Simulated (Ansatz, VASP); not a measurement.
**GaN in two plane-wave programs**

Aim: how closely do two programs agree when they are given the same cell, functional and k mesh? The cell is taken from a series of runs on this material, whose earlier steps may have relaxed, scaled, displaced or heated it; both programs get it as it stands.

Calculated with Ansatz 0.2.0; plane waves, with VASP 6.6.1 beside it; zone-centre phonons at LDA.

## 1. The starting structure

It takes space group I-4m2 (No. 119, tetragonal). The conventional cell has a = 3.108 Å, b = 3.108 Å, c = 4.633 Å, α = 90.00°, β = 90.00°, γ = 90.00°. N has 4 Ga at 1.94 Å nearest. Nearest to Ga lie 4 N at 1.94 Å. Farther neighbours and most contacts between anions are not listed.

Coordinates:

```cif
data_structure
_symmetry_space_group_name_H-M 'I-4m2'
_symmetry_Int_Tables_number 119
_cell_length_a 3.1081
_cell_length_b 3.1081
_cell_length_c 4.6334
_cell_angle_alpha 90.000
_cell_angle_beta 90.000
_cell_angle_gamma 90.000
_cell_volume 44.76
loop_
_atom_site_label
_atom_site_type_symbol
_atom_site_symmetry_multiplicity
_atom_site_Wyckoff_symbol
_atom_site_fract_x
_atom_site_fract_y
_atom_site_fract_z
_atom_site_occupancy
N1 N 2 d 0.50000 0.00000 0.25000 1
Ga1 Ga 2 a 0.00000 0.00000 0.00000 1
```

## 2. VASP: zone-centre phonons, LDA

Second derivatives magnify differences that forces hide, and they need a tight electronic threshold.

Lines of VASP's logs that name or quote its potential files are left out, and so is its time.

INCAR reads:

```
SYSTEM = GaN
PREC = Accurate
ENCUT = 600
EDIFF = 1E-08
NELM = 120
ISMEAR = 0
SIGMA = 0.01
LREAL = .FALSE.
ALGO = Normal
GGA = CA
NBANDS = 15
LORBIT = 11
LWAVE = .FALSE.
LCHARG = .FALSE.
ISIF = 2
IBRION = 8
LEPSILON = .TRUE.
LASPH = .TRUE.
GGA_COMPAT = .FALSE.
EFERMI = MIDGAP
KPAR = 2
```

POSCAR reads:

```
GaN
1.0
    0.0000000000      2.1977832374      2.3167066132
    2.1977832374      0.0000000000      2.3167066132
    2.1977832374      2.1977832374      0.0000000000
N Ga
1 1
Direct
    0.2500000000      0.2500000000      0.2500000000
    0.0000000000      0.0000000000      0.0000000000
```

KPOINTS reads:

```
Automatic mesh
0
Gamma
12 12 12
0 0 0
```

The projector-augmented-wave data sets are N and Ga_d (LDA family, release 64).

Run with:

```console
mpirun -np 2 vasp_std
```

Numbers of over 12 decimals in the logs are rounded to 6 here.

Output:

```text
[banner, memory and clock lines left out]
running    2 mpi-ranks, on    1 nodes
 distrk:  each k-point on    1 cores,    2 groups
 distr:  one band on    1 cores,    1 groups

 POSCAR found type information on POSCAR N Ga
 POSCAR found :  2 types and       2 ions
 LDA part: xc-table for (Slater(with rela. corr.)+CA(PZ))
 , standard interpolation
 POSCAR, INCAR and KPOINTS ok, starting setup
 FFT: planning ... GRIDC
 FFT: planning ... GRID_SOFT
 FFT: planning ... GRID
 WAVECAR not read
 entering main loop
       N       E                     dE             d eps       ncg     rms          rms(c)
DAV:   1     0.840008687312E+02    0.84001E+02   -0.10336E+04  5578   0.235E+03
DAV:   2    -0.100754332845E+02   -0.94076E+02   -0.87186E+02  5688   0.351E+02
DAV:   3    -0.159128343044E+02   -0.58374E+01   -0.58151E+01  5527   0.742E+01
DAV:   4    -0.159789563087E+02   -0.66122E-01   -0.66110E-01  6100   0.832E+00
DAV:   5    -0.159798054583E+02   -0.84915E-03   -0.84914E-03  5926   0.893E-01    0.756E+00
DAV:   6    -0.139822233036E+02    0.19976E+01   -0.52239E+00  7335   0.438E+01    0.266E+00
DAV:   7    -0.139539985228E+02    0.28225E-01   -0.26393E-01  5702   0.650E+00    0.168E+00
DAV:   8    -0.139294059218E+02    0.24593E-01   -0.73611E-02  5744   0.302E+00    0.714E-01
DAV:   9    -0.139258888012E+02    0.35171E-02   -0.12684E-02  6610   0.245E+00    0.209E-01
DAV:  10    -0.139259879407E+02   -0.99140E-04   -0.15534E-03  5942   0.558E-01    0.891E-02
DAV:  11    -0.139259140043E+02    0.73936E-04   -0.24003E-04  7526   0.295E-01    0.153E-02
DAV:  12    -0.139259159463E+02   -0.19420E-05   -0.18357E-05  5422   0.491E-02    0.479E-03
DAV:  13    -0.139259159011E+02    0.45222E-07   -0.69108E-07  7782   0.149E-02    0.274E-03
DAV:  14    -0.139259159044E+02   -0.33615E-08   -0.51708E-08  5520   0.232E-03
   1 F= -.13925916E+02 E0= -.13925916E+02  d E =0.000000E+00
 Linear response reoptimize wavefunctions to high precision
DAV:   1    -0.139259159033E+02    0.11496E-08   -0.21126E-09  4386   0.433E-04
DAV:   2    -0.139259159033E+02   -0.81855E-11   -0.22393E-10  3138   0.163E-04
 Linear response G [H, r] |phi>, progress :
  Direction:   1
       N       E                     dE             d eps       ncg     rms
 LRF_COMMUTATOR internal error: the vector H(1)-e(1) S(1) |phi(0)> is not orthog
 onal to |phi(0)> (1.027672749551733E-004,1.283695372222837E-015)
 LRF_COMMUTATOR internal error: the vector H(1)-e(1) S(1) |phi(0)> is not orthog
 onal to |phi(0)> (1.047957677919875E-004,9.089951014118469E-015)
 LRF_COMMUTATOR internal error: the vector H(1)-e(1) S(1) |phi(0)> is not orthog
 onal to |phi(0)> (1.011853741627045E-004,-4.108866025198665E-014)
 LRF_COMMUTATOR internal error: the vector H(1)-e(1) S(1) |phi(0)> is not orthog
 onal to |phi(0)> (1.096620159084308E-004,-2.524022657546254E-015)
 LRF_COMMUTATOR internal error: the vector H(1)-e(1) S(1) |phi(0)> is not orthog
 onal to |phi(0)> (1.049853641583304E-004,1.376676550535194E-014)
 LRF_COMMUTATOR internal error: the vector H(1)-e(1) S(1) |phi(0)> is not orthog
 onal to |phi(0)> (1.039769756854946E-004,-1.595945597898663E-015)
 LRF_COMMUTATOR internal error: the vector H(1)-e(1) S(1) |phi(0)> is not orthog
 onal to |phi(0)> (-1.031754397466944E-004,3.469446951953614E-015)
 LRF_COMMUTATOR internal error: the vector H(1)-e(1) S(1) |phi(0)> is not orthog
 onal to |phi(0)> (1.010438194747887E-004,8.576472865229334E-015)
 LRF_COMMUTATOR internal error: the vector H(1)-e(1) S(1) |phi(0)> is not orthog
 onal to |phi(0)> (1.121061277964408E-004,3.205768983605140E-015)
 LRF_COMMUTATOR internal error: the vector H(1)-e(1) S(1) |phi(0)> is not orthog
 onal to |phi(0)> (1.292192459683705E-004,-1.554312234475219E-015)
 LRF_COMMUTATOR internal error: the vector H(1)-e(1) S(1) |phi(0)> is not orthog
 onal to |phi(0)> (1.550880787098297E-004,-1.544944727704944E-014)
 LRF_COMMUTATOR internal error: the vector H(1)-e(1) S(1) |phi(0)> is not orthog
 onal to |phi(0)> (1.041264650441520E-004,3.094746681142624E-014)
 LRF_COMMUTATOR internal error: the vector H(1)-e(1) S(1) |phi(0)> is not orthog
 onal to |phi(0)> (-1.024979008541482E-004,-4.440892098500626E-016)
 LRF_COMMUTATOR internal error: the vector H(1)-e(1) S(1) |phi(0)> is not orthog
 onal to |phi(0)> (1.184610755211590E-004,5.315192730392937E-015)
 LRF_COMMUTATOR internal error: the vector H(1)-e(1) S(1) |phi(0)> is not orthog
 onal to |phi(0)> (-1.058688720009388E-004,-8.382183835919932E-015)
 LRF_COMMUTATOR internal error: the vector H(1)-e(1) S(1) |phi(0)> is not orthog
 onal to |phi(0)> (1.316527054816101E-004,-2.661065812148422E-015)
 LRF_COMMUTATOR internal error: the vector H(1)-e(1) S(1) |phi(0)> is not orthog
 onal to |phi(0)> (-1.243228209470773E-004,1.859623566247137E-015)
 LRF_COMMUTATOR internal error: the vector H(1)-e(1) S(1) |phi(0)> is not orthog
 onal to |phi(0)> (-1.029162187057703E-004,1.369737656631287E-014)
 LRF_COMMUTATOR internal error: the vector H(1)-e(1) S(1) |phi(0)> is not orthog
[...]
dielectric tensor                  component  3 :     1.674    -1.071     6.121
 Linear response to external field, progress :
  Direction:   1
       N       E                     dE             d eps       ncg     rms          rms(c)
RMM:   1    -0.514658377957E-01   -0.51466E-01    0.16830E+00 15456   0.747E+00
[...]
RMM:   6    -0.317910608071E+00   -0.58986E-04   -0.31013E-05 17200   0.410E-02    0.147E-02
RMM:   7    -0.318129261455E+00   -0.21865E-03   -0.50778E-06 16942   0.176E-02    0.220E-03
RMM:   8    -0.318131876521E+00   -0.26151E-05   -0.53324E-07 17835   0.546E-03    0.231E-04
RMM:   9    -0.318135528030E+00   -0.36515E-05   -0.74734E-09 17602   0.129E-03    0.885E-05
RMM:  10    -0.318134898301E+00    0.62973E-06   -0.17979E-09 17454   0.336E-04    0.202E-05
RMM:  11    -0.318134432883E+00    0.46542E-06    0.10475E-09 10248   0.963E-05    0.105E-05
RMM:  12    -0.318134515313E+00   -0.82430E-07   -0.66070E-10  5513   0.551E-05    0.223E-06
 change of polarisation eV/A/(eV/A) component  3 :     0.172     0.022     0.604
 dielectric tensor                  component  3 :     1.393     0.179     5.887
 Linear response DOF=           4
 Linear response progress:
  Degree of freedom:   1/  4
       N       E                     dE             d eps       ncg     rms          rms(c)
RMM:   1    -0.236059340252E+00   -0.23606E+00    0.85740E-02 33729   0.395E+00
RMM:   2    -0.227004853439E+00    0.90545E-02   -0.84403E-03 24683   0.104E+00    0.141E-01
RMM:   3    -0.228087960575E+00   -0.10831E-02   -0.15401E-03 27384   0.334E-01    0.695E-02
RMM:   4    -0.229274203693E+00   -0.11862E-02   -0.33297E-04 27206   0.129E-01    0.177E-02
RMM:   5    -0.229367498069E+00   -0.93294E-04   -0.12201E-05 28109   0.306E-02    0.290E-03
RMM:   6    -0.229310701740E+00    0.56796E-04   -0.88253E-07 27258   0.805E-03    0.127E-03
RMM:   7    -0.229303801248E+00    0.69005E-05   -0.31581E-08 28989   0.201E-03    0.211E-04
RMM:   8    -0.229301961085E+00    0.18402E-05    0.25182E-09 28373   0.521E-04    0.250E-05
RMM:   9    -0.229301574693E+00    0.38639E-06    0.60687E-09 28804   0.157E-04    0.121E-05
RMM:  10    -0.229301758860E+00   -0.18417E-06    0.49010E-09 28418   0.686E-05    0.102E-06
RMM:  11    -0.229301759880E+00   -0.10197E-08    0.55128E-09 28545   0.348E-05    0.544E-07
 first order change of Fermi-energy   0.84511E-04
 force on displaced ion       1 direction 1 : -12.492   0.000  -0.000
 Born effective charge ion    1 direction 1 :  -2.605   0.000   0.000
 Linear response progress:
  Degree of freedom:   2/  4
       N       E                     dE             d eps       ncg     rms          rms(c)
RMM:   1    -0.235613109716E+00   -0.23561E+00    0.97290E-02 19321   0.405E+00
RMM:   2    -0.226663041107E+00    0.89501E-02   -0.86408E-03 14510   0.102E+00    0.143E-01
RMM:   3    -0.227714899056E+00   -0.10519E-02   -0.15688E-03 16060   0.334E-01    0.700E-02
RMM:   4    -0.228906636100E+00   -0.11917E-02   -0.37091E-04 15967   0.135E-01    0.173E-02
RMM:   5    -0.228965814199E+00   -0.59178E-04   -0.12332E-05 16500   0.309E-02    0.280E-03
RMM:   6    -0.228921161952E+00    0.44652E-04   -0.86043E-07 16106   0.803E-03    0.129E-03
RMM:   7    -0.228916001237E+00    0.51607E-05   -0.47709E-08 16848   0.198E-03    0.294E-04
RMM:   8    -0.228913708420E+00    0.22928E-05   -0.99430E-09 16661   0.565E-04    0.325E-05
RMM:   9    -0.228913435639E+00    0.27278E-06   -0.80742E-09 16997   0.175E-04    0.988E-06
RMM:  10    -0.228913529766E+00   -0.94127E-07   -0.75380E-09 16803   0.799E-05    0.196E-06
RMM:  11    -0.228913538116E+00   -0.83503E-08   -0.76209E-09 16536   0.488E-05    0.589E-07
 first order change of Fermi-energy  -0.92842E+00
 force on displaced ion       1 direction 3 :  -0.000  -0.000 -13.269
 Born effective charge ion    1 direction 3 :   0.000   0.000  -2.702
 Linear response progress:
  Degree of freedom:   3/  4
       N       E                     dE             d eps       ncg     rms          rms(c)
RMM:   1    -0.162849041906E+00   -0.16285E+00    0.28140E-01 18246   0.924E+00
RMM:   2    -0.160947834492E+00    0.19012E-02   -0.34680E-02 27943   0.168E+00    0.547E-02
RMM:   3    -0.161095967344E+00   -0.14813E-03   -0.23761E-03 28307   0.393E-01    0.331E-02
RMM:   4    -0.160710634534E+00    0.38533E-03   -0.15504E-04 29752   0.110E-01    0.339E-03
RMM:   5    -0.160720749000E+00   -0.10114E-04   -0.11660E-05 30480   0.321E-02    0.204E-03
RMM:   6    -0.160716110457E+00    0.46385E-05   -0.14060E-06 30567   0.104E-02    0.328E-04
RMM:   7    -0.160716306224E+00   -0.19577E-06   -0.23589E-07 31019   0.365E-03    0.202E-04
RMM:   8    -0.160716287800E+00    0.18424E-07   -0.46931E-08 30694   0.128E-03    0.323E-05
RMM:   9    -0.160716212466E+00    0.75334E-07   -0.27216E-10 31152   0.480E-04    0.120E-05
RMM:  10    -0.160716116043E+00    0.96423E-07   -0.33011E-09 30818   0.199E-04    0.317E-06
RMM:  11    -0.160716104409E+00    0.11634E-07    0.33201E-09 31257   0.948E-05    0.866E-07
RMM:  12    -0.160716097524E+00    0.68844E-08   -0.45589E-09 30707   0.558E-05    0.194E-07
 first order change of Fermi-energy  -0.23123E-04
 force on displaced ion       2 direction 1 : -12.521  -0.000   0.000
 Born effective charge ion    2 direction 1 :   2.604   0.000   0.000
 Linear response progress:
  Degree of freedom:   4/  4
       N       E                     dE             d eps       ncg     rms          rms(c)
RMM:   1    -0.164026973729E+00   -0.16403E+00    0.22873E-01 10735   0.900E+00
RMM:   2    -0.161520439113E+00    0.25065E-02   -0.33444E-02 16232   0.164E+00    0.564E-02
RMM:   3    -0.161648258099E+00   -0.12782E-03   -0.26823E-03 16556   0.402E-01    0.342E-02
RMM:   4    -0.161252187484E+00    0.39607E-03   -0.18782E-04 17277   0.112E-01    0.376E-03
RMM:   5    -0.161265653993E+00   -0.13467E-04   -0.12197E-05 17700   0.316E-02    0.223E-03
RMM:   6    -0.161260458113E+00    0.51959E-05   -0.15824E-06 17760   0.102E-02    0.330E-04
RMM:   7    -0.161260452303E+00    0.58095E-08   -0.24048E-07 17989   0.347E-03    0.250E-04
RMM:   8    -0.161260405813E+00    0.46490E-07   -0.39385E-08 17762   0.123E-03    0.278E-05
RMM:   9    -0.161260483249E+00   -0.77436E-07   -0.23616E-09 18274   0.460E-04    0.116E-05
RMM:  10    -0.161260425239E+00    0.58010E-07    0.89018E-09 17980   0.189E-04    0.435E-06
RMM:  11    -0.161260408590E+00    0.16649E-07    0.63351E-09 18050   0.929E-05    0.192E-06
RMM:  12    -0.161260391432E+00    0.17158E-07    0.40806E-08 17919   0.583E-05    0.544E-07
RMM:  13    -0.161260386771E+00    0.46614E-08   -0.37146E-09 17219   0.445E-05    0.109E-07
 first order change of Fermi-energy   0.92957E+00
 force on displaced ion       2 direction 3 :   0.000   0.000 -13.277
 Born effective charge ion    2 direction 3 :   0.000   0.000   2.701
 Born effective charges drift removed
 Linear response finished
```

From OUTCAR (step 2):

```text
ion  position               nearest neighbor table
   1  0.250  0.250  0.250-   2 1.94   2 1.94   2 1.94   2 1.94
   2  0.000  0.000  0.000-   1 1.94   1 1.94   1 1.94   1 1.94

  LATTYP: Found a body centered tetragonal cell.
 ALAT       =     3.1081348615
 C/A-ratio  =     1.4907375107

 Subroutine GETGRP returns: Found  8 space group operations
 (whereof  8 operations were pure point group operations)

The static configuration has the point symmetry D_2d.

 Found    163 irreducible k-points:

   k-points           NKPTS =    163   k-points in BZ     NKDIM =    163   number of bands    NBANDS=     15

   dimension x,y,z NGX =    28 NGY =   28 NGZ =   28
   dimension x,y,z NGXF=    56 NGYF=   56 NGZF=   56

   ENCUT  =  600.0 eV  44.10 Ry    6.64 a.u.   6.38  6.38  6.21*2*pi/ulx,y,z

   NELECT =      18.0000    total number of electrons

 k-points in reciprocal lattice and weights: Automatic mesh
   0.00000000  0.00000000  0.00000000       0.001
   0.08333333 -0.00000000  0.00000000       0.005
   0.16666667 -0.00000000  0.00000000       0.005
   0.25000000  0.00000000  0.00000000       0.005
   0.33333333  0.00000000  0.00000000       0.005
   0.41666667  0.00000000  0.00000000       0.005
   0.50000000  0.00000000  0.00000000       0.002
   0.08333333  0.08333333  0.00000000       0.001
   0.16666667  0.08333333  0.00000000       0.005
[...]
-0.33333333  0.16666667  0.50000000       0.002
  -0.25000000  0.25000000  0.50000000       0.001

 average (electrostatic) potential at core
       1 -61.7638       2 -64.5100

  Total        0.1307302      0.1307302     -0.9484089      0.0000000     -0.0000000      0.0000000
  in kB        9.3587025      9.3587025    -67.8946362      0.0000000     -0.0000000      0.0000000
  external PRESSURE =     -16.3924104 kB  Pullay stress =       0.0000000 kB

  energy-cutoff  :      600.00
  volume of cell :       22.38
      direct lattice vectors                 reciprocal lattice vectors
     0.000000000  2.197783237  2.316706613    -0.227501963  0.227501963  0.215823617
     2.197783237  0.000000000  2.316706613     0.227501963 -0.227501963  0.215823617
     2.197783237  2.197783237  0.000000000     0.227501963  0.227501963 -0.215823617

 POSITION                                       TOTAL-FORCE (eV/Angst)
 -----------------------------------------------------------------------------------
      1.09889      1.09889      1.15835        -0.000000     -0.000000     -0.000000
      0.00000      0.00000      0.00000         0.000000      0.000000      0.000000
 -----------------------------------------------------------------------------------
    total drift:                               -0.000000     -0.000000      0.000000

 MACROSCOPIC STATIC DIELECTRIC TENSOR (including local field effects in DFT)
 ------------------------------------------------------
           5.792348    -0.000000     0.000000
           0.000000     5.792348     0.000000
           0.000000     0.000000     5.886519
 ------------------------------------------------------

 PIEZOELECTRIC TENSOR (including local field effects)  for field in x, y, z        (C/m^2)
          XX          YY          ZZ          XY          YZ          ZX
  --------------------------------------------------------------------------------
  x     0.00000    -0.00000     0.00000     0.00000    -1.03456     0.00000
  y    -0.00000     0.00000     0.00000     0.00000     0.00000    -1.03456
  z     0.00000     0.00000     0.00000    -0.97175     0.00000     0.00000

 BORN EFFECTIVE CHARGES (including local field effects) (in |e|, cummulative output)
 ---------------------------------------------------------------------------------
 ion    1
    1    -2.60460     0.00000    -0.00000
    2     0.00000    -2.60460    -0.00000
    3     0.00000     0.00000    -2.70113
 ion    2
    1     2.60460     0.00000     0.00000
    2     0.00000     2.60460     0.00000
    3     0.00000     0.00000     2.70113

 Eigenvectors and eigenvalues of the dynamical matrix
 ----------------------------------------------------

   1 f  =   16.678326 THz   104.793012 2PiTHz  556.329069 cm-1    68.975983 meV
             X         Y         Z           dx          dy          dz
      1.098892  1.098892  1.158353     0.000000    0.000000    0.912521
      0.000000  0.000000  0.000000     0.000000    0.000000   -0.409029

   2 f  =   16.184704 THz   101.691492 2PiTHz  539.863602 cm-1    66.934526 meV
             X         Y         Z           dx          dy          dz
      1.098892  1.098892  1.158353     0.912385    0.000000    0.000000
      0.000000  0.000000  0.000000    -0.409333    0.000000    0.000000

   3 f  =   16.184704 THz   101.691492 2PiTHz  539.863602 cm-1    66.934526 meV
             X         Y         Z           dx          dy          dz
      1.098892  1.098892  1.158353     0.000000    0.912385    0.000000
      0.000000  0.000000  0.000000     0.000000   -0.409333    0.000000

   4 f/i=    0.001722 THz     0.010822 2PiTHz    0.057455 cm-1     0.007123 meV
             X         Y         Z           dx          dy          dz
      1.098892  1.098892  1.158353     0.000000    0.000000   -0.409029
      0.000000  0.000000  0.000000     0.000000    0.000000   -0.912521

   5 f/i=    0.007048 THz     0.044286 2PiTHz    0.235106 cm-1     0.029149 meV
             X         Y         Z           dx          dy          dz
      1.098892  1.098892  1.158353     0.000000   -0.409333    0.000000
      0.000000  0.000000  0.000000     0.000000   -0.912385    0.000000

   6 f/i=    0.007048 THz     0.044286 2PiTHz    0.235106 cm-1     0.029149 meV
             X         Y         Z           dx          dy          dz
      1.098892  1.098892  1.158353    -0.409333    0.000000    0.000000
      0.000000  0.000000  0.000000    -0.912385    0.000000    0.000000

 MACROSCOPIC STATIC DIELECTRIC TENSOR IONIC CONTRIBUTION
 ------------------------------------------------------
           4.385788    -0.000000     0.000000
          -0.000000     4.385788     0.000000
           0.000000     0.000000     4.444433
 ------------------------------------------------------

 ELASTIC MODULI CONTR FROM IONIC RELAXATION (kBar)
 Direction    XX          YY          ZZ          XY          YZ          ZX
 --------------------------------------------------------------------------------
 XX           0.0000      0.0000      0.0000      0.0000      0.0000      0.0000
 YY           0.0000      0.0000      0.0000      0.0000      0.0000      0.0000
 ZZ           0.0000      0.0000      0.0000      0.0000      0.0000      0.0000
 XY           0.0000      0.0000      0.0000   -405.3264     -0.0000     -0.0000
 YZ           0.0000      0.0000      0.0000     -0.0000   -385.4499      0.0000
 ZX           0.0000      0.0000      0.0000     -0.0000      0.0000   -366.4292
 --------------------------------------------------------------------------------

 PIEZOELECTRIC TENSOR IONIC CONTR  for field in x, y, z        (C/m^2)
          XX          YY          ZZ          XY          YZ          ZX
  --------------------------------------------------------------------------------
  x     0.00000     0.00000     0.00000     0.00000     1.22343    -0.00000
  y     0.00000     0.00000     0.00000     0.00000    -0.00000     1.19286
  z     0.00000     0.00000     0.00000     1.26294     0.00000     0.00000
```

Energies printed during the response cycles are not total energies of the cell. The dielectric response converges more slowly with the mesh than energies do, so tensor and charges may still move on a finer one.

(Continued in part 2 of 2.)

[Lines on the potential files, build, host, timing and source positions are cut from VASP's logs without a mark.]

[Logs are printed without paths, hosts, clocks, repeated set-up lines and the standing remarks that a program may print on its own settings, such as how far it seeks lower states.]

[Hosts, paths, dates, database ids (printed as entryN), source tags and the programs' standing remarks are cut or masked in the printed files.]
